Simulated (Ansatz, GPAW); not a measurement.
# Cu3N with PBE in single-zeta orbitals from a Python script

These are simulated results from GPAW 26.7.0, not measurements. The cell began as a measured structure and was relaxed with r2SCAN in plane waves (Ansatz 0.2.0). All runs are without spin polarisation.

It is cubic, Pm-3m (No. 221); conventional cell a = 3.789 Å, 13.60 Å³ an atom. Cu has 2 N at 1.89 Å; N has 6 Cu at 1.89 Å.

The basis is minimal: single zeta, one radial function for each shell that the log's basis lists. It describes the filled bands fairly and the empty ones poorly.

The script, run.py:

```python
import json
from ase import Atoms
from gpaw import GPAW, PW, FermiDirac

atoms = Atoms(['Cu', 'Cu', 'Cu', 'N'],
              cell=[[3.78937, -0.0, 0.0], [-0.0, 3.78937, 0.0], [0.0, 0.0, 3.78937]],
              scaled_positions=[[0.5, -0.0, -0.0], [-0.0, 0.5, -0.0], [-0.0, 0.0, 0.5], [0.0, -0.0, 0.0]],
              pbc=True)
calc = GPAW(mode='lcao', basis='sz(dzp)', h=0.2, xc='PBE', kpts={'size': (4, 4, 4), 'gamma': True},
            occupations=FermiDirac(0.02), maxiter=100, legacy_gpaw=True, txt='gpaw.txt')
atoms.calc = calc
res = {'energy': atoms.get_potential_energy(force_consistent=True)}
res['electrons'] = calc.get_number_of_electrons()
res['k'] = calc.get_ibz_k_points().tolist()
res['levels'] = [calc.get_eigenvalues(kpt=i).tolist() for i in range(len(res['k']))]
points = [[0.0, 0.0, 0.0], [0.0, 0.5, 0.0], [0.5, 0.5, 0.0], [0.5, 0.5, 0.5], [0.0, 0.5, 0.5], [0.5, 0.5, 0.3]]
bands = calc.fixed_density(kpts=points, symmetry='off', txt='bands.txt')
res['points'] = [bands.get_eigenvalues(kpt=i).tolist() for i in range(len(points))]
json.dump(res, open('results.json', 'w'))
print('free energy (eV):', round(res['energy'], 5))
```

Command: `python run.py`. It took 4.1 s on 1 thread of Arm Neoverse V2, with other jobs on the host, peak memory 0.17 GiB.

The log gpaw.txt, trimmed of paths, versions and times, then the last line on the terminal. An iter line gives the energy in eV and the logarithms of the changes of orbitals (plane waves alone) and density (c: converged):

```
___ ___ ___ _ _ _
 |   |   |_  | | | |

 | | | | | . | | | |

 |__ |  _|___|_____|  26.7.0
 |___|_|

Input parameters:
  basis: sz(dzp)
  h: 0.2
  kpts: {gamma: True,
         size: (4, 4, 4)}
  maxiter: 100
  mode: lcao
  occupations: {fixmagmom: False,
                name: fermi-dirac,
                width: 0.02}
  xc: PBE

System changes: positions, numbers, cell, pbc, initial_charges, initial_magmoms

Initialize ...

species:
  Cu:
    name:    Copper
    Z:       29.0
    valence: 11
    core:    18
    charge:  0.0  # [|e|]
    compensation charges:
      type: gauss
      rc: 0.33  # [Å]
      lmax: 2
    cutoffs:
      filter: 2.06  # [Å]
      core: 2.43  # [Å]
    projectors
    | kind |    occ | energy [eV] | rcut [Å] |

    |------|--------|-------------|----------|

    |   4s |  1.000 |      -4.609 |    1.164 |

    |   4p |  0.000 |      -0.698 |    1.164 |

    |   3d | 10.000 |      -5.039 |    1.058 |

    |    s |        |      22.603 |    1.164 |

    |    p |        |      26.513 |    1.164 |

    |    d |        |      22.172 |    1.058 |

    LCAO basis set for Cu:
      Name: sz(dzp)
      Number of radial functions: 2
      Number of spherical harmonics: 6
        l=0, rc=8.9688 Bohr: 4s-sz confined orbital
        l=2, rc=5.1719 Bohr: 3d-sz confined orbital
      Number of RI-basis functions 0

  N:
    name:    Nitrogen
    Z:       7.0
    valence: 5
    core:    2
    charge:  0.0  # [|e|]
    compensation charges:
      type: gauss
      rc: 0.18  # [Å]
      lmax: 2
    cutoffs:
      filter: 1.11  # [Å]
      core: 0.96  # [Å]
    projectors
    | kind |    occ | energy [eV] | rcut [Å] |

    |------|--------|-------------|----------|

    |   2s |  2.000 |     -18.583 |    0.603 |

    |   2p |  3.000 |      -7.089 |    0.529 |

    |    s |        |       8.629 |    0.603 |

    |    p |        |      20.123 |    0.529 |

    |    d |        |       0.000 |    0.577 |

    LCAO basis set for N:
      Name: sz(dzp)
      Number of radial functions: 2
      Number of spherical harmonics: 4
        l=0, rc=4.8594 Bohr: 2s-sz confined orbital
        l=1, rc=6.0625 Bohr: 2p-sz confined orbital
      Number of RI-basis functions 0

Reference energy: -136546.077028  # eV

Spin-paired calculation

Convergence criteria:
 Maximum [total energy] change in last 3 cyles: 0.0005 eV / valence electron
 Maximum integral of absolute [dens]ity change: 0.0001 electrons / valence electron
 Maximum integral of absolute [eigenst]ate change: 4e-08 eV^2 / valence electron
 Maximum number of scf [iter]ations: 100
 (Square brackets indicate name in SCF output, whereas a 'c' in
 the SCF output indicates the quantity has converged.)

Symmetries present (total): 48

  ( 1  0  0)  ( 1  0  0)  ( 1  0  0)  ( 1  0  0)  ( 1  0  0)  ( 1  0  0)
  ( 0  1  0)  ( 0  1  0)  ( 0  0  1)  ( 0  0  1)  ( 0  0 -1)  ( 0  0 -1)
  ( 0  0  1)  ( 0  0 -1)  ( 0  1  0)  ( 0 -1  0)  ( 0  1  0)  ( 0 -1  0)

  ( 1  0  0)  ( 1  0  0)  ( 0  1  0)  ( 0  1  0)  ( 0  1  0)  ( 0  1  0)
  ( 0 -1  0)  ( 0 -1  0)  ( 1  0  0)  ( 1  0  0)  ( 0  0  1)  ( 0  0  1)
  ( 0  0  1)  ( 0  0 -1)  ( 0  0  1)  ( 0  0 -1)  ( 1  0  0)  (-1  0  0)

  ( 0  1  0)  ( 0  1  0)  ( 0  1  0)  ( 0  1  0)  ( 0  0  1)  ( 0  0  1)
[... 1 lines left out ...]
  ( 1  0  0)  (-1  0  0)  ( 0  0  1)  ( 0  0 -1)  ( 0  1  0)  ( 0 -1  0)

  ( 0  0  1)  ( 0  0  1)  ( 0  0  1)  ( 0  0  1)  ( 0  0  1)  ( 0  0  1)
  ( 0  1  0)  ( 0  1  0)  ( 0 -1  0)  ( 0 -1  0)  (-1  0  0)  (-1  0  0)
  ( 1  0  0)  (-1  0  0)  ( 1  0  0)  (-1  0  0)  ( 0  1  0)  ( 0 -1  0)

  ( 0  0 -1)  ( 0  0 -1)  ( 0  0 -1)  ( 0  0 -1)  ( 0  0 -1)  ( 0  0 -1)
  ( 1  0  0)  ( 1  0  0)  ( 0  1  0)  ( 0  1  0)  ( 0 -1  0)  ( 0 -1  0)
  ( 0  1  0)  ( 0 -1  0)  ( 1  0  0)  (-1  0  0)  ( 1  0  0)  (-1  0  0)

  ( 0  0 -1)  ( 0  0 -1)  ( 0 -1  0)  ( 0 -1  0)  ( 0 -1  0)  ( 0 -1  0)
  (-1  0  0)  (-1  0  0)  ( 1  0  0)  ( 1  0  0)  ( 0  0  1)  ( 0  0  1)
  ( 0  1  0)  ( 0 -1  0)  ( 0  0  1)  ( 0  0 -1)  ( 1  0  0)  (-1  0  0)

  ( 0 -1  0)  ( 0 -1  0)  ( 0 -1  0)  ( 0 -1  0)  (-1  0  0)  (-1  0  0)
  ( 0  0 -1)  ( 0  0 -1)  (-1  0  0)  (-1  0  0)  ( 0  1  0)  ( 0  1  0)
  ( 1  0  0)  (-1  0  0)  ( 0  0  1)  ( 0  0 -1)  ( 0  0  1)  ( 0  0 -1)

  (-1  0  0)  (-1  0  0)  (-1  0  0)  (-1  0  0)  (-1  0  0)  (-1  0  0)
  ( 0  0  1)  ( 0  0  1)  ( 0  0 -1)  ( 0  0 -1)  ( 0 -1  0)  ( 0 -1  0)
  ( 0  1  0)  ( 0 -1  0)  ( 0  1  0)  ( 0 -1  0)  ( 0  0  1)  ( 0  0 -1)

64 k-points: 4 x 4 x 4 Monkhorst-Pack grid + [1/8,1/8,1/8]
10 k-points in the irreducible part of the Brillouin zone
       k-points in crystal coordinates                weights
   0:     0.00000000    0.00000000    0.00000000          1/64
   1:     0.25000000    0.00000000    0.00000000          6/64
   2:     0.25000000    0.25000000    0.00000000         12/64
   3:     0.25000000    0.25000000    0.25000000          8/64
   4:     0.50000000    0.00000000    0.00000000          3/64
   5:     0.50000000    0.25000000    0.00000000         12/64
   6:     0.50000000    0.25000000    0.25000000         12/64
   7:     0.50000000    0.50000000    0.00000000          3/64
   8:     0.50000000    0.50000000    0.25000000          6/64
   9:     0.50000000    0.50000000    0.50000000          1/64

Wave functions: LCAO
  Diagonalizer: Serial LAPACK
  Atomic Correction: dense with blas
  Data-type: complex

Occupation numbers: Fermi-Dirac:
  width: 0.0200  # eV

Eigensolver
   LCAO using direct dense diagonalizer

Densities:
  Coarse grid: 20*20*20 grid
  Fine grid: 40*40*40 grid
  Total Charge: 0.000000

Density mixing:
  Method: separate
  Backend: msr1
  Linear mixing parameter: 0.05
  old densities: 10
  Width of damping distribution: 1.1
  Damping of long wavelength oscillations: 20

Hamiltonian:
  XC and Coulomb potentials evaluated on a 40*40*40 grid
  Using the PBE Exchange-Correlation functional
  Interpolation: tri-quintic (5. degree polynomial)
  Poisson solver: FastPoissonSolver using
    Stencil: 6*3+1=19 point O(h^6) finite-difference Laplacian
    FFT axes: [np.int64(0), np.int64(1), np.int64(2)]
    FST axes: []

XC parameters: PBE with 2 nearest neighbor stencil

Memory estimate:
  Process memory now: 113.43 MiB
  Calculator: 22.22 MiB
    Density: 16.42 MiB
      Arrays: 1.59 MiB
      Localized functions: 13.61 MiB
      Mixer: 1.22 MiB
    Hamiltonian: 2.07 MiB
      Arrays: 1.04 MiB
      XC: 0.00 MiB
      Poisson: 0.00 MiB
      vbar: 1.03 MiB
    Wavefunctions: 3.73 MiB
      C [qnM]: 0.07 MiB
      S, T [2 x qmm]: 0.15 MiB
      P [aqMi]: 0.01 MiB
      BasisFunctions: 3.50 MiB
      Eigensolver: 0.00 MiB

Total number of cores used: 1

Number of atoms: 4
Number of atomic orbitals: 22
Number of bands in calculation: 22
Number of valence electrons: 38
Bands to converge: occupied

... initialized

Initializing position-dependent things.

Density initialized from atomic densities
   .--------.
  /|        |

 * |        |

 | |        |

 | |        |

 Cu.--------.
 |Cu       /
 N---Cu---*
Positions:
   0 Cu     1.894685    0.000000    0.000000    ( 0.0000,  0.0000,  0.0000)
   1 Cu     0.000000    1.894685    0.000000    ( 0.0000,  0.0000,  0.0000)
   2 Cu     0.000000    0.000000    1.894685    ( 0.0000,  0.0000,  0.0000)
   3 N      0.000000    0.000000    0.000000    ( 0.0000,  0.0000,  0.0000)

Unit cell:
           periodic     x           y           z      points  spacing
  1. axis:    yes    3.789370   -0.000000    0.000000    20     0.1895
  2. axis:    yes   -0.000000    3.789370    0.000000    20     0.1895
  3. axis:    yes    0.000000    0.000000    3.789370    20     0.1895

  Lengths:   3.789370   3.789370   3.789370
  Angles:   90.000000  90.000000  90.000000

Effective grid spacing dv^(1/3) = 0.1895

iter:   1   -14.965234        c
iter:   2   -14.411162        c -1.40
iter:   3   -12.857278        c -1.46
iter:   4   -12.837250        c -2.07
iter:   5   -12.826230        c -2.28
iter:   6   -12.825788c       c -3.13
iter:   7   -12.825787c       c -4.43c

Converged after 7 iterations.

Energy contributions relative to reference atoms: (reference = -136546.077028)

Kinetic:        +54.356090
Potential:      -46.816243
External:        +0.000000
XC:             -20.824840
Entropy (-ST):   -0.000000
Local:           +0.459206
SIC:             +0.000000
--------------------------
Free energy:    -12.825787
Extrapolated:   -12.825787

Showing only first 2 kpts
 Kpt  Band  Eigenvalues  Occupancy
  0    17      5.10109    2.00000
  0    18      5.16237    2.00000
  0    19      8.27570    0.00000
  0    20     11.93574    0.00000

  1    17      5.43346    2.00000
  1    18      5.43346    2.00000
  1    19      8.70470    0.00000
  1    20     11.38531    0.00000

Fermi level: 7.84992

Gap: 1.385 eV
Transition (v -> c):
  (s=0, k=9, n=18, [0.50, 0.50, 0.50]) -> (s=0, k=0, n=19, [0.00, 0.00, 0.00])
Direct/indirect transitions are different
Direct gap: 2.903 eV
Transition at: (s=0, k=4, n=18, [0.50, 0.00, 0.00])

free energy (eV): -12.82579
```

The gap in the log is over the mesh alone; results.json adds the listed points. PBE in single-zeta orbitals gives a gap of 1.39 eV. On the same cell, plane-wave PBE (Ansatz, 6×6×6 k points and the special points) gives a gap of 0.12 eV and r2SCAN a gap of 0.23 eV; on shared hosts these took about 2.6 and 6.4 core-seconds on the 4-atom cell, against 4.1 for the script. Semilocal gaps usually lie below measured ones.
